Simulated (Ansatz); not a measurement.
The system is MnO.

```
Mn O
1.0
     0.00000    2.22391    2.22391
     2.22391    0.00000    2.22391
     2.22391    2.22391    0.00000
Mn O
1 1
Direct
  0.00000 0.00000 0.00000
  0.50000 0.50000 0.50000
```

The cell is a database's computed one.

Base run:

```yaml
Program: Ansatz 0.2.0
Functional: PBEsol
Potentials_or_basis: Ansatz PAW
Cutoff: "420 eV (not typed: the program's choice for these potentials)"
k_mesh: 10 × 10 × 10
Occupations: fermi-dirac, width 0.05 eV
Spin: collinear spin, ferromagnetic start
Starting_moments: "[4.0, 0.0] μB"
Hubbard_terms: Mn d U = 5 eV
```

Its results: band gap on the k mesh 0.18 eV, indirect (least direct gap 2.45 eV); pressure 3.9 GPa; net moment 5.00 μB per cell; site moments Mn +4.29; O +0.16 μB.

The run is repeated on the same cell with these changes: hubbard terms from Mn d U = 5 eV to Mn d U = 4 eV. What comes out?

Band gap on the k mesh none (metal or under the smearing width); pressure 2.8 GPa; net moment 5.00 μB per cell; site moments Mn +4.27; O +0.18 μB.

Caveats: the magnetic or orbital state may not be the lowest; a cell with one magnetic atom can't hold antiferromagnetic order, which such compounds often take; the PAW data sets come from PBE, with cores solved anew for the run's functional, which leaves a small shift of forces and pressure.
